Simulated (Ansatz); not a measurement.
# Nickel, dhcp under BLYP: structure, energy and stiffness, part 1 of 2

What does BLYP give for nickel in the dhcp structure? We relax it, solve it on a dense k-mesh, then scale the cell to 7 volumes from 88 to 112 % of the relaxed one and try a fit of the equation of state. The start is antiferromagnetic (alternate layers). The k-meshes are 14×14×4 for the relaxation; 19×19×5 for the dense run; 16×16×5 for the volumes.

Program: Ansatz 0.2.0. Level of theory: DFT BLYP, plane waves (420 eV) with PAW, scalar-relativistic; PBE-made PAW files. These are calculated values, not measurements.

## Step 1: Starting point

The structure is hexagonal, space group P6_3/mmc (No. 194). Conventional cell: a = 2.492 Å, b = 2.492 Å, c = 8.138 Å, α = 90.00°, β = 90.00°, γ = 120.00°. Ni (site symmetry -3m) has 12 Ni at 2.49 Å as nearest neighbours. Around Ni (site symmetry -6m2) lie 12 Ni at 2.49 Å.

Structure file:

```
CELL_PARAMETERS angstrom
2.49176 0.00000 0.00000
-1.24588 2.15792 0.00000
0.00000 0.00000 8.13807
ATOMIC_POSITIONS crystal
Ni 0.00000 0.00000 0.00000
Ni 0.00000 0.00000 0.50000
Ni 0.33333 0.66667 0.25000
Ni 0.66667 0.33333 0.75000
```

Starting moments (μB): +0.8 ×2, -0.8 ×2.

## Step 2: Geometry optimisation

The input, input.yaml:

```yaml
crystal:
  lattice:
    - [2.491755966, 0.0, 0.0]
    - [-1.245877983, 2.1579239666, 0.0]
    - [0.0, 0.0, 8.138074985]
  atoms:
    - { symbol: Ni, position: [0.0, 0.0, 0.0], spin: 0.8 }
    - { symbol: Ni, position: [0.0, 0.0, 0.5], spin: 0.8 }
    - { symbol: Ni, position: [0.3333333333, 0.6666666667, 0.25], spin: -0.8 }
    - { symbol: Ni, position: [0.6666666667, 0.3333333333, 0.75], spin: -0.8 }
hamiltonian:
  xc: blyp
  pseudopotentials:
    kind: paw
    azcp:
      Ni: "pseudopotentials/Ni.paw.azcp"
basis:
  ecutwfc: 420
  fft_grid_basis: typed
kpoints:
  mp_grid: { grid: [14, 14, 4], shift: [0, 0, 0] }
magnetization:
  spin_polarized: true
scf:
  occupations: { method: fermi_dirac, width: 0.05 }
relax:
  max_steps: 60
  f_tol: 0.01
  cell: {}
```

Output:

```text
Warning: RAYON_NUM_THREADS=2 ignored (pool sized by the plan → 2); use --threads N
Engine: ansatz 0.2.0, x86_64-unknown-linux-gnu
Pseudopotentials: kind: paw
Pseudopotential: Ni, paw, valence charge 18, recommended cutoff 420 eV (normal), <dir>
Functional definition: BLYP
  parameter beta = 0.0042
  parameter a = 0.04918
  parameter b = 0.132
  parameter c = 0.2533
  parameter d = 0.349
  exchange = b88_x(beta = beta)
  correlation = lyp_c(a = a, b = b, c = c, d = d)
Crystal: 4 atoms, lattice volume = 43.759 Å³
Basis set: ecut = 420 eV, 837 PW (Γ), exchange–correlation on 36×36×120 points (8 copies of the dense FFT grid, shifted against one another)
Bands: 46, of which v1, the nominal top of the filled ones, is band 36 counted from 1 (35 counted from 0)
Symmetry: 24 space group operations
Space group: P63/mmc (ITA 194), of the structure as read, at distance tolerance 3.5e-5 Å
Magnetic group: BNS 194.263 (UNI 1493), of the structure as read, at distance tolerance 3.5e-5 Å
k-points: 72 of 784
Non-local potential: Ni, projectors of the file, l = 0: 3, l = 1: 2, l = 2: 3, l = 3: 1
PAW form: soft (Blöchl's): semilocal exchange-correlation on the pseudo side does not see the compensation charge
PAW frozen core: Ni, regenerated for the run's functional, and the local potential with it (the file was generated under x = pbe(κ = 0.804, μ = 0.2195149727645171), c = pbe(β = 0.06672455060314922))
PAW one-centre angular grid: Ni, 590 points (default); XC on 64 Gauss nodes
Initial density: superposition of atomic densities (chi_scale 0.1, normalization cell)
Starting moments: Σ|m| = 3.2 μB on 4 of 4 sites
Starting magnetic order: compensated ferrimagnet; no operation exchanges its spin sublattices
Initial wavefunctions: pseudopotential atomic-orbital guess
Functional: x = b88, c = lyp
iter 1 solved again at ethr=1.48e-3 eV; its pass at ethr=3.10e-3 eV (dr2=1.06e0 eV) is discarded
SCF iter   1: F=—  HF=-23388.293862 eV  |F-HF|=—  |Δ(HF+E_count)|=         —  Δρ=3.68e-2 (↑3.68e-2 ↓3.36e-2)  dr2=1.06e0  dr2_m=8.24e-2  M=-0.047 μB ∫|m|=2.866 μB  β_m=0.30  ethr=1.48e-3  ⟨swp⟩=1.7  Hψ=29273  notcnv=0
Mixer restart at iter 1: flushing history
preconditioner: auto → Kerker (q_TF=auto, 2.964 Å⁻¹)  [metal: Δε(μ)=0.002 eV  Ē_g=9.420 eV  σ=0.050 eV  W_gap=0.01  n_scr=12 (ndim 8)  ℏωp=35.5 eV  f_vac=0.000  D(μ)=11.00/eV (n_scr^D=226)]
spin=Collinear: Kerker preconditioning applied to the charge; magnetization (m = ρ↑ − ρ↓) channel mixes plain (no charge-response kernel on spin).
SCF iter   2: F=—  HF=-23388.834064 eV  |F-HF|=—  |Δ(HF+E_count)|=   5.40e-1  Δρ=1.85e-2 (↑1.60e-2 ↓1.85e-2)  dr2=9.03e-2  dr2_m=5.29e-2  M=-0.063 μB ∫|m|=2.719 μB  β_m=0.29  ethr=1.48e-3  ⟨swp⟩=2.0  Hψ=10317  notcnv=0
SCF iter   3: F=—  HF=-23390.876871 eV  |F-HF|=—  |Δ(HF+E_count)|=         —  Δρ=1.50e-1 (↑1.30e-1 ↓1.50e-1)  dr2=1.35e-1  dr2_m=7.83e0  M=-2.559 μB ∫|m|=2.692 μB  β_m=0.29  ethr=1.25e-4  ⟨swp⟩=2.0  Hψ=10845  notcnv=0  defer=217
Mixer restart at iter 3: flushing history
SCF iter   4: F=—  HF=-23391.629849 eV  |F-HF|=—  |Δ(HF+E_count)|=   7.53e-1  Δρ=1.15e-1 (↑9.56e-2 ↓1.15e-1)  dr2=1.68e-1  dr2_m=4.39e0  M=-2.546 μB ∫|m|=2.714 μB  β_m=0.64  ethr=1.25e-4  ⟨swp⟩=2.5  Hψ=10889  notcnv=0  defer=227
SCF iter   5: F=—  HF=-23393.057816 eV  |F-HF|=—  |Δ(HF+E_count)|=    1.43e0  Δρ=9.20e-3 (↑8.69e-3 ↓9.20e-3)  dr2=2.67e-2  dr2_m=2.20e-2  M=-2.405 μB ∫|m|=2.717 μB  β_m=0.77  ethr=1.25e-4  ⟨swp⟩=3.0  Hψ=14408  notcnv=0  defer=349
SCF iter   6: F=—  HF=-23393.064127 eV  |F-HF|=—  |Δ(HF+E_count)|=   6.31e-3  Δρ=1.68e-2 (↑1.68e-2 ↓7.83e-3)  dr2=1.60e-1  dr2_m=1.26e-2  M=-2.344 μB ∫|m|=2.658 μB  β_m=0.63  ethr=3.71e-5  ⟨swp⟩=2.7  Hψ=13890  notcnv=0  defer=382
SCF iter   7: F=—  HF=-23393.032977 eV  |F-HF|=—  |Δ(HF+E_count)|=   3.12e-2  Δρ=2.91e-3 (↑1.99e-3 ↓2.91e-3)  dr2=2.41e-3  dr2_m=1.17e-3  M=-2.373 μB ∫|m|=2.689 μB  β_m=0.74  ethr=3.71e-5  ⟨swp⟩=2.1  Hψ=12573  notcnv=0  defer=382
SCF iter   8: F=—  HF=-23393.034741 eV  |F-HF|=—  |Δ(HF+E_count)|=   1.76e-3  Δρ=3.51e-3 (↑3.51e-3 ↓1.93e-3)  dr2=6.71e-3  dr2_m=3.17e-4  M=-2.384 μB ∫|m|=2.702 μB  β_m=0.74  ethr=3.35e-6  ⟨swp⟩=2.0  Hψ=12859  notcnv=0  defer=382
SCF iter   9: F=—  HF=-23393.033673 eV  |F-HF|=—  |Δ(HF+E_count)|=   1.07e-3  Δρ=1.12e-3 (↑1.12e-3 ↓6.86e-4)  dr2=6.02e-4  dr2_m=3.05e-5  M=-2.381 μB ∫|m|=2.700 μB  β_m=0.86  ethr=3.35e-6  ⟨swp⟩=2.0  Hψ=12073  notcnv=0  defer=382
SCF iter  10: F=—  HF=-23393.033803 eV  |F-HF|=—  |Δ(HF+E_count)|=   1.30e-4  Δρ=6.89e-4 (↑6.89e-4 ↓2.70e-4)  dr2=2.70e-4  dr2_m=2.12e-5  M=-2.385 μB ∫|m|=2.704 μB  β_m=0.93  ethr=8.35e-7  ⟨swp⟩=2.3  Hψ=9550  notcnv=0  defer=382
SCF iter  11: F=—  HF=-23393.033798 eV  |F-HF|=—  |Δ(HF+E_count)|=   5.03e-6  Δρ=1.65e-4 (↑1.65e-4 ↓8.01e-5)  dr2=2.08e-5  dr2_m=8.61e-7  M=-2.385 μB ∫|m|=2.704 μB  β_m=0.94  ethr=3.76e-7  ⟨swp⟩=1.6  Hψ=7790  notcnv=0  defer=382
SCF iter  12: F=—  HF=-23393.033797 eV  |F-HF|=—  |Δ(HF+E_count)|=   1.39e-6  Δρ=1.02e-4 (↑1.02e-4 ↓2.52e-5)  dr2=5.02e-6  dr2_m=6.70e-7  M=-2.385 μB ∫|m|=2.705 μB  β_m=0.97  ethr=2.89e-8  ⟨swp⟩=2.3  Hψ=9237  notcnv=0  defer=382
SCF iter  13: F=—  HF=-23393.033797 eV  |F-HF|=—  |Δ(HF+E_count)|=   5.18e-7  Δρ=6.25e-5 (↑6.25e-5 ↓2.35e-5)  dr2=2.46e-6  dr2_m=1.63e-7  M=-2.385 μB ∫|m|=2.705 μB  β_m=0.94  ethr=6.98e-9  ⟨swp⟩=1.0  Hψ=6624  notcnv=0  defer=382
SCF iter  14: F=—  HF=-23393.033797 eV  |F-HF|=—  |Δ(HF+E_count)|=   2.44e-7  Δρ=5.43e-6 (↑5.43e-6 ↓3.65e-6)  dr2=2.47e-8  dr2_m=6.08e-10  M=-2.385 μB ∫|m|=2.705 μB  β_m=0.94  ethr=3.42e-9  ⟨swp⟩=1.3  Hψ=6804  notcnv=0  defer=382
SCF iter  15: F=—  HF=-23393.033797 eV  |F-HF|=—  |Δ(HF+E_count)|=   4.31e-9  Δρ=1.34e-5 (↑1.34e-5 ↓4.12e-6)  dr2=1.25e-7  dr2_m=8.70e-9  M=-2.385 μB ∫|m|=2.705 μB  β_m=0.95  ethr=3.43e-11  ⟨swp⟩=2.1  Hψ=9546  notcnv=0  defer=382
SCF iter  16: F=-23393.033797 eV  HF=-23393.033797 eV  |F-HF|=1.67e-8  |Δ(HF+E_count)|=   4.05e-9  Δρ=5.04e-6 (↑5.04e-6 ↓1.50e-6)  dr2=1.78e-8  dr2_m=1.27e-9  M=-2.385 μB ∫|m|=2.705 μB  ethr=3.43e-11  ⟨swp⟩=2.0  Hψ=18411  notcnv=0
WARN: the starting moments were not kept: 2 of 4 ended reversed and 2 kept their direction, counting a site from 0.1 of the cell's largest site moment. The largest reversed, site 0 (counted from 0, in the order of the report's site_moments_mub), started with +0.8 μB and closes at -6.2e-1 μB in its sphere. The starting moments cancel, and the net magnetisation is 2.4e0 μB in size, over 0.1 of its absolute magnetisation of 2.7e0 μB. The SCF closed on another magnetic arrangement than the starting moments describe; that does not show which of the two is lower. To try another start: change the starting moments (crystal.atoms[].spin, magnetization.per_species, magnetization.initial_magnetization, or on a non-collinear deck that types none of these the spinor_matrix: blocks that start its atoms; where the total moment is fixed, keep their sum and leave initial_magnetization as it is; typed ones take the place of any that the run laid by itself, positive ones on a crystal's lanthanoids without a Hubbard term where scf.initial_density.shell_occupations: [] is typed); see also scf.mixing.spin_hold.
SCF 1 converged in 16 iterations: F = -23393.033797 eV  dr2 = 1.78e-8
relax step   1: F+E_penalty+E_count = -23393.03379688 eV  Δ(F+E_penalty+E_count) = +0.000e0 eV  max|allowed force component| = 2.197e-17 eV/Å  Δτ_max = 0.0000 Å  P = +8.730 GPa  Ω = 43.759 Å³  (16 SCF iters, dr2 threshold 1.00e-7 eV, accepted)
[... 21 lines left out ...]
relax step   2: F+E_penalty+E_count = -23393.07358721 eV  Δ(F+E_penalty+E_count) = -3.979e-2 eV  max|allowed force component| = 3.585e-17 eV/Å  Δτ_max = 0.0000 Å  P = +4.258 GPa  Ω = 44.755 Å³  energy of the carried Pulay correction = -4.657e-4 eV  (12 SCF iters, dr2 threshold 4.00e-7 eV, accepted)
[... 18 lines left out ...]
relax step   3: F+E_penalty+E_count = -23393.08717484 eV  Δ(F+E_penalty+E_count) = -1.359e-2 eV  max|allowed force component| = 3.701e-17 eV/Å  Δτ_max = 0.0000 Å  P = +0.339 GPa  Ω = 45.746 Å³  energy of the carried Pulay correction = -9.188e-4 eV  (12 SCF iters, dr2 threshold 4.00e-7 eV, accepted)
[... 14 lines left out ...]
relax step   4: F+E_penalty+E_count = -23393.08723016 eV  Δ(F+E_penalty+E_count) = -5.531e-5 eV  max|allowed force component| = 2.945e-29 eV/Å  Δτ_max = 0.0000 Å  P = -0.014 GPa  Ω = 45.841 Å³  energy of the carried Pulay correction = -9.619e-4 eV  (9 SCF iters, dr2 threshold 3.92e-7 eV, accepted)
[... 20 lines left out ...]
relax step   5: F+E_penalty+E_count = -23393.08843514 eV  Δ(F+E_penalty+E_count) = -1.205e-3 eV  max|allowed force component| = 2.776e-17 eV/Å  Δτ_max = 0.0000 Å  P = +0.038 GPa  Ω = 45.841 Å³  stress off target by 6.81e-2 GPa  SCF on the basis re-selected at this cell (its energy is not comparable with the rows above)  (15 SCF iters)
[... 14 lines left out ...]
relax step   6: F+E_penalty+E_count = -23393.08843235 eV  Δ(F+E_penalty+E_count) = +2.788e-6 eV  max|allowed force component| = 9.252e-18 eV/Å  Δτ_max = 0.0000 Å  P = -0.000 GPa  Ω = 45.852 Å³  energy of the carried Pulay correction = -4.883e-6 eV  (8 SCF iters, dr2 threshold 1.16e-8 eV, accepted)
[... 11 lines left out ...]
relax step   7: F+E_penalty+E_count = -23393.08843717 eV  Δ(F+E_penalty+E_count) = -4.815e-6 eV  max|allowed force component| = 1.850e-17 eV/Å  Δτ_max = 0.0000 Å  P = -0.001 GPa  Ω = 45.852 Å³  stress off target by 1.22e-2 GPa  SCF on the basis re-selected at this cell (its energy is not comparable with the rows above)  (8 SCF iters)
basis re-selected at this cell: Δ(F+E_penalty+E_count) = -4.815e-6 eV, ΔP = -0.000 GPa vs the last step (what re-selecting the basis moved, of the pressure what is left beyond the Pulay correction that the steps carried, after the strain that the cell walked since its last selection, with what the two solves' SCF thresholds leave and, on support functions, any second-order correction that the steps lacked; it is no measure of the basis error at this ecutwfc). This SCF's stress stands 1.22e-2 GPa from its target on what of the cell is left free (relax.cell.stress_tol is 5.00e-2 GPa) and its largest allowed force component is 1.85e-17 eV/Å (relax.f_tol is 1.00e-2 eV/Å): within both
SCF converged after 8 iterations
Magnetization: -2.5074 μB (34.7463 up, 37.2537 down)
Absolute magnetization: 2.8474 μB (∫|ρ↑−ρ↓|, with the PAW one-centre terms)
Spin contamination: 0.0278 ħ² per cell (⟨S²⟩ above its minimum at these occupations)
Per-site moments (μB) at R_I (Å): [(-0.6571108845500117, 1.0428375199081756), (-0.6571108845500114, 1.0428375199081756), (-0.6681036239926672, 1.0428375199081756), (-0.6681036239926677, 1.0428375199081756)]
Free energy (F): -23393.088437 eV
Harris-Foulkes:  -23393.088437 eV  (|F-HF|=0.00e0)
Internal energy: -23393.021682 eV  (E = F + TS)
E sigma→0 (E₀):  -23393.055060 eV
Entropy (-TS):   -0.066755 eV (-16.689 meV/atom)
Fermi energy:    17.443230 eV
--- Per-component energies (eV) ---
  E_band       = -1175.702528
  E_kinetic    = 1130.072238
  E_local      = -14098.123977  (includes V_loc(G=0)·N_el)
  E_nonlocal   = 2528.772150
  E_hartree    = 5897.167958
  E_xc         = -331.340868
  E_vxc        = -426.342417  (∫ρ·V_xc dr)
  E_paw        = -6567.062091  (= ΣΔE_a)
  E_vpaw       = -2104.418022  (= ΣTr[D̂ρ^β])
  E_aug_tail   = 0.001727  (compensation charges beyond the density's cutoff)
  E_ewald      = -11952.524168
  E_core_change = 0.015349  (= ΣΔE_core)
  E_smearing   = -0.066755  (= −TS)
  E_closure    = -0.000000  (closes the sum)
  Σ components = -23393.088437   (vs F -23393.088437, Δ=0.00e0)
--- Forces (eV/Å), atoms counted from 1 ---
  atom   1  Ni    -0.00000000    -0.00000000     0.00000000
  atom   2  Ni     0.00000000     0.00000000     0.00000000
  atom   3  Ni     0.00000000    -0.00000000     0.00000000
  atom   4  Ni     0.00000000     0.00000000     0.00000000
  max |Σ_I F_I| component: 6.94e-18 eV/Å
--- Stress (GPa, compression-positive) ---
       -0.007017      -0.000000       0.000000
       -0.000000      -0.007017       0.000000
        0.000000       0.000000       0.012186
  P = ⅓ Tr σ = -0.0006 GPa (-0.006 kbar)
--- Relaxed structure (5 steps of the walk, 5 accepted, 2 SCFs on fresh bases) ---
  F+E_penalty+E_count = -23393.08843717 eV   max|allowed force component| = 1.850e-17 eV/Å   (the final SCF, on the basis selected at the relaxed cell)
  cell:  # Å, volume = 45.8515 Å³
    - [2.5280909573531534, 8.511476392972194e-36, 0.0]
    - [-1.2640454786765767, 2.1893909921455523, 0.0]
    - [0.0, 0.0, 8.283952264389923]
  atoms:
    - { symbol: Ni, position: [-3.078176040248305e-35, -8.42521774361528e-36, 2.4651739251618243e-37] }
    - { symbol: Ni, position: [-3.589499599860818e-35, -1.8651688935865545e-35, 0.49999999999999994] }
    - { symbol: Ni, position: [0.33333333333333326, 0.6666666666666665, 0.24999999999999997] }
    - { symbol: Ni, position: [0.6666666666666666, 0.33333333333333326, 0.75] }
```

It took 67 s on 2 threads of AMD EPYC 7R43 (Zen 3), shared host; peak memory 0.58 GiB.

The steps of the relaxation:

```tsv
step	energy change (meV/atom)	largest force (eV/Å)	pressure (GPa)	volume (Å³/atom)
1	0.00	0.0000	8.73	10.940
2	-9.95	0.0000	4.26	11.189
3	-13.34	0.0000	0.34	11.436
4	-13.36	0.0000	-0.01	11.460
5	-13.66	0.0000	0.04	11.460
6	-13.66	0.0000	0.00	11.463
7	-13.66	0.0000	0.00	11.463
```

Steps that repeat a cell are solved on a basis chosen anew, so their changes of energy are no gain of the relaxation.

Changes in the cell that was computed:

|  | before | after | change |
| --- | --- | --- | --- |
| a (Å) | 2.492 | 2.528 | +1.5 % |
| b (Å) | 2.492 | 2.528 | +1.5 % |
| c (Å) | 8.138 | 8.284 | +1.8 % |
| volume (Å³/atom) | 10.940 | 11.463 | +4.8 % |
| shortest distance (Å) | 2.492 | 2.528 | +1.5 % |
| space group (spins left aside) | P6_3/mmc | P6_3/mmc | same |

## Step 3: Dense single point

The input, input.yaml:

```yaml
crystal:
  lattice:
    - [2.5280909574, 0.0, 0.0]
    - [-1.2640454787, 2.1893909921, 0.0]
    - [0.0, 0.0, 8.2839522644]
  atoms:
    - { symbol: Ni, position: [1.0, 1.0, 0.0], spin: -0.657 }
    - { symbol: Ni, position: [1.0, 1.0, 0.5], spin: -0.657 }
    - { symbol: Ni, position: [0.3333333333, 0.6666666667, 0.25], spin: -0.668 }
    - { symbol: Ni, position: [0.6666666667, 0.3333333333, 0.75], spin: -0.668 }
hamiltonian:
  xc: blyp
  pseudopotentials:
    kind: paw
    azcp:
      Ni: "pseudopotentials/Ni.paw.azcp"
basis:
  ecutwfc: 420
  fft_grid_basis: typed
kpoints:
  mp_grid: { grid: [19, 19, 5], shift: [0, 0, 0] }
magnetization:
  spin_polarized: true
scf:
  occupations: { method: fermi_dirac, width: 0.05 }
```

Output, shortened:

```text
Warning: RAYON_NUM_THREADS=2 ignored (pool sized by the plan → 2); use --threads N
[...]
Pseudopotentials: kind: paw
Pseudopotential: Ni, paw, valence charge 18, recommended cutoff 420 eV (normal), <dir>
Functional definition: BLYP
[...]
Crystal: 4 atoms, lattice volume = 45.852 Å³
Basis set: ecut = 420 eV, 909 PW (Γ), exchange–correlation on 36×36×120 points (8 copies of the dense FFT grid, shifted against one another)
[...]
Magnetization: -2.5418 μB (34.7291 up, 37.2709 down)
Absolute magnetization: 2.8846 μB (∫|ρ↑−ρ↓|, with the PAW one-centre terms)
Spin contamination: 0.0284 ħ² per cell (⟨S²⟩ above its minimum at these occupations)
Per-site moments (μB) at R_I (Å): [(-0.6667930181062455, 1.0428375199069893), (-0.6667930181062456, 1.0428375199069893), (-0.6762624017056006, 1.0428375199069893), (-0.6762624017056008, 1.0428375199069893)]
Free energy (F): -23393.096118 eV
[...]
E sigma→0 (E₀):  -23393.064688 eV
Entropy (-TS):   -0.062858 eV (-15.715 meV/atom)
Fermi energy:    17.448640 eV
[...]
```

Run time: 20 s. Hardware: 2 threads of AMD EPYC 7R43 (Zen 3), shared host; peak memory 0.69 GiB.

## Step 4: Equation of state: 88 %

The input, input.yaml:

```yaml
crystal:
  lattice:
    - [2.4226290427, 0.0, 0.0]
    - [-1.2113145214, 2.0980582949, 0.0]
    - [0.0, 0.0, 7.9383786749]
  atoms:
    - { symbol: Ni, position: [1.0, 1.0, 0.0], spin: -0.667 }
    - { symbol: Ni, position: [1.0, 1.0, 0.5], spin: -0.667 }
    - { symbol: Ni, position: [0.3333333333, 0.6666666667, 0.25], spin: -0.676 }
    - { symbol: Ni, position: [0.6666666667, 0.3333333333, 0.75], spin: -0.676 }
hamiltonian:
  xc: blyp
  pseudopotentials:
    kind: paw
    azcp:
      Ni: "pseudopotentials/Ni.paw.azcp"
basis:
  ecutwfc: 420
  fft_grid_basis: typed
kpoints:
  mp_grid: { grid: [16, 16, 5], shift: [0, 0, 0] }
magnetization:
  spin_polarized: true
scf:
  occupations: { method: fermi_dirac, width: 0.05 }
  lower_state_search: "off"
output:
  stress: true
```

Output, shortened:

```text
Warning: RAYON_NUM_THREADS=2 ignored (pool sized by the plan → 2); use --threads N
[...]
Pseudopotentials: kind: paw
Pseudopotential: Ni, paw, valence charge 18, recommended cutoff 420 eV (normal), <dir>
Functional definition: BLYP
[...]
Crystal: 4 atoms, lattice volume = 40.349 Å³
Basis set: ecut = 420 eV, 753 PW (Γ), exchange–correlation on 36×36×108 points (8 copies of the dense FFT grid, shifted against one another)
[...]
Per-site moments (μB) at R_I (Å): [(-0.6031637371975715, 0.9993344801079923), (-0.6031637371975712, 0.9993344801079923), (-0.6188473293318142, 0.9993344801079923), (-0.6188473293318141, 0.9993344801079923)]
Free energy (F): -23392.651885 eV
[...]
E sigma→0 (E₀):  -23392.624989 eV
Entropy (-TS):   -0.053793 eV (-13.448 meV/atom)
Fermi energy:    20.409565 eV
[...]
--- Stress (GPa, compression-positive) ---
       29.142954       0.000000       0.000000
        0.000000      29.142954       0.000000
        0.000000       0.000000      29.891569
  P = ⅓ Tr σ = 29.3925 GPa (293.925 kbar)
```

Run time: 11 s. Hardware: 2 threads of AMD EPYC 7R43 (Zen 3), shared host; peak memory 0.53 GiB.

## Step 5: Equation of state: 92 %

Edit input.yaml of step 4 so:

```diff
@@ -2,5 +2,5 @@
   lattice:
-    - [2.4226290427, 0.0, 0.0]
-    - [-1.2113145214, 2.0980582949, 0.0]
-    - [0.0, 0.0, 7.9383786749]
+    - [2.4587930168, 0.0, 0.0]
+    - [-1.2293965084, 2.1293772152, 0.0]
+    - [0.0, 0.0, 8.0568794093]
   atoms:
```

Output, shortened:

```text
Warning: RAYON_NUM_THREADS=2 ignored (pool sized by the plan → 2); use --threads N
[...]
Pseudopotentials: kind: paw
Pseudopotential: Ni, paw, valence charge 18, recommended cutoff 420 eV (normal), <dir>
Functional definition: BLYP
[...]
Crystal: 4 atoms, lattice volume = 42.183 Å³
Basis set: ecut = 420 eV, 813 PW (Γ), exchange–correlation on 36×36×108 points (8 copies of the dense FFT grid, shifted against one another)
[...]
Per-site moments (μB) at R_I (Å): [(-0.6130290144362925, 1.014252119430815), (-0.6130290144362927, 1.014252119430815), (-0.6284664930440441, 1.014252119430815), (-0.628466493044044, 1.014252119430815)]
Free energy (F): -23392.915280 eV
[...]
E sigma→0 (E₀):  -23392.886731 eV
Entropy (-TS):   -0.057098 eV (-14.274 meV/atom)
Fermi energy:    19.335114 eV
[...]
--- Stress (GPa, compression-positive) ---
       16.889721      -0.000000       0.000000
       -0.000000      16.889721       0.000000
        0.000000       0.000000      17.587799
  P = ⅓ Tr σ = 17.1224 GPa (171.224 kbar)
```

Run time: 14 s. Hardware: 2 threads of AMD EPYC 7R43 (Zen 3), shared host; peak memory 0.54 GiB.

(Continued in part 2 of 2.)
